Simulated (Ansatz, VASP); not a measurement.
Two plane-wave programs on Nb

Contents of INCAR:

```
PREC     = Accurate       # precision mode
ENCUT    = 520            # plane-wave cutoff, eV
EDIFF    = 1E-6           # SCF threshold, eV
ISMEAR   = 0              # smearing method
SIGMA    = 0.1            # smearing width, eV
LREAL    = F              # projectors in reciprocal space
LASPH    = T              # aspherical terms in the spheres
NELM     = 80             # most SCF steps
ALGO     = Fast           # electronic algorithm
ISIF     = 2              # what is computed and relaxed
LWAVE    = F              # write WAVECAR
LCHARG   = F              # write CHGCAR
GGA      = PS             # functional
NBANDS   = 12             # bands
```

Contents of KPOINTS:

```
Automatic mesh
0
Gamma
  18 18 18
```

POSCAR

```
Nb
1.0
    0.0000000000      1.9982190002      1.9982190002
    1.9982190002      0.0000000000      1.9982190002
    1.9982190002      1.9982190002      0.0000000000
Nb
1
Direct
    0.0000000000      0.0000000000      0.0000000000
```

Input for Ansatz:

```yaml
crystal:
  lattice:
    - [0.0, 1.9982190002, 1.9982190002]
    - [1.9982190002, 0.0, 1.9982190002]
    - [1.9982190002, 1.9982190002, 0.0]
  atoms:
    - { symbol: Nb, position: [0.0, 0.0, 0.0] }
basis:
  ecutwfc: 420
kpoints:
  mp_grid: { grid: [18, 18, 18] }
hamiltonian:
  xc: pbesol
scf:
  occupations: { method: gaussian, width: 0.1 }
output:
  forces: true
  stress: true
  eigenvalues: true
```

Alike in both runs: task single point; functional PBEsol; k mesh 18 × 18 × 18; occupations gaussian, width 0.1 eV; no spin polarisation.

|  | VASP | Ansatz |
| --- | --- | --- |
| version | VASP 6.6.1 | Ansatz 0.2.0 |
| potentials or method | VASP PAW PBE potentials, release 64 (Nb_sv) | scalar-relativistic, plane waves, PAW |
| plane-wave cutoff (eV) | 520 | 420 |
| valence electrons in the cell | 13 | 13 |

|  | VASP | Ansatz | Ansatz less VASP |
| --- | --- | --- | --- |
| gap on the k mesh at the Fermi level (eV) | none | none | - |
| pressure (GPa) | 27.6 | 28.0 | +0.38 |

A gap of «none» marks a metal or a gap that the smearing closes.

Caveats: so large a pressure means that the cell lies far from this level's equilibrium, or that cutoff or potentials fall short (VASP); the potentials were made for another functional, which shifts forces and pressure (VASP).
